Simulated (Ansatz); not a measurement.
Runs of Ansatz 0.2.0 on Pb. The structure is cubic, space group Im-3m (No. 229). The conventional cell has a = 3.959 Å, b = 3.959 Å, c = 3.959 Å, α = 90.00°, β = 90.00°, γ = 90.00°. Pb (site symmetry m-3m) is surrounded by 8 Pb at 3.43 Å. This isn't the form of Pb at room conditions, which is fcc.

```csv
task,level,cell,k mesh,smearing,gap on the mesh (eV),pressure (GPa),relaxed volume (Å³/atom)
relaxation of cell and atoms,RPBE+D3(BJ),relaxed,9 × 9 × 9,fermi-dirac 0.05 eV,none,0.0,22.61
single point,PBE,as given,9 × 9 × 9,gaussian 0.028 eV,none,0.7,-
relaxation of cell and atoms,BLYP+D3(BJ),relaxed,9 × 9 × 9,fermi-dirac 0.05 eV,none,0.0,(a)
phonons,LDA,as given,7 × 7 × 7,fermi-dirac 0.05 eV,none,-,-
relaxation of cell and atoms,RPBE+D4,relaxed,9 × 9 × 9,fermi-dirac 0.05 eV,none,0.0,30.27
```

Alike in all rows: potentials or basis Ansatz PAW; no spin polarisation; cutoff (eV) 420.

Question: Fill in the values left out.

Answer: (a) 30.54.

Caveats: the PAW data sets come from PBE, with cores solved anew for the run's functional, which leaves a small shift of forces and pressure (some runs); the plane-wave basis is chosen anew once the cell has moved, so the energies of steps on either side of that aren't comparable (some runs); pairwise dispersion overbinds metals, which lowers pressure and volume (some runs); the volume moved by over 15 % at a fixed basis, so the end points are rough (some runs).

A k mesh can miss the band edges, and the runs leave out spin-orbit coupling on Pb.

A gap of «none» marks a metal or a gap under the smearing width.
